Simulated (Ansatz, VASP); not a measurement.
One calculation of CO2, two programs

```
CELL_PARAMETERS angstrom
-1.62816 1.62816 3.01115
1.62816 -1.62816 3.01115
1.62816 1.62816 -3.01115
ATOMIC_POSITIONS crystal
C 0.00000 0.00000 0.00000
C 0.75000 0.25000 0.50000
O 0.37500 0.35282 0.47782
O 0.64718 0.12500 0.02218
O 0.87500 0.89718 0.52218
O 0.10282 0.62500 0.97782
```

Alike in both runs: functional PBEsol; k mesh 8 × 8 × 8; no spin polarisation.

Ansatz relaxed the structure, and its values are those at the end. VASP's run is a single point on that final structure, the one shown.

|  | VASP | Ansatz |
| --- | --- | --- |
| version | VASP 6.6.1 | Ansatz 0.2.0 |
| potentials or method | VASP PAW PBE potentials, release 64 (C, O) | scalar-relativistic, plane waves, PAW |
| plane-wave cutoff (eV) | 520 | 600 |
| occupations | gaussian, width 0.01 eV | fixed |
| valence electrons in the cell | 32 | 32 |

Ansatz gave:

```
gap on the k mesh at the Fermi level (eV) : 7.16
least direct gap on the mesh (eV)         : 7.29
rms of the force components (eV/Å)        : 0.000
```

Q: Which values does VASP return?

A: gap on the k mesh at the Fermi level (eV): 7.09; least direct gap on the mesh (eV): 7.23; rms of the force components (eV/Å): 0.088.

Caveats: the PAW data sets were made with another functional, which shifts forces and pressure a little (VASP). A k mesh can miss the band edges.
